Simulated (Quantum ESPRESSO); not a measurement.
Tc:

```
Tc
1.0
     2.74000    0.00000    0.00000
    -1.37000    2.37291    0.00000
     0.00000    0.00000    4.39800
Tc
2
Direct
  0.66667 0.33333 0.75000
  0.33333 0.66667 0.25000
```

Base run:

```yaml
Program: Quantum ESPRESSO 7.5
Functional: PBE
Potentials_or_basis: GBRV 1.5 PBE
Cutoff: 612 eV
Density_cutoff: 4898 eV
k_mesh: 11 × 11 × 6
Occupations: fermi-dirac, width 0.05 eV
Spin: no spin polarisation
```

Its results: band gap on the k mesh none (metal or under the smearing width); pressure 2.5 GPa.

Q: The run is repeated on the same cell with these changes: potentials or basis from GBRV 1.5 PBE to SSSP 1.3 efficiency PBE; cutoff from 612 eV to 816 eV; density cutoff from 4898 eV to 3265 eV. What comes out?

A: Band gap on the k mesh none (metal or under the smearing width); pressure 2.9 GPa.

Not every run made on this cell is shown here.
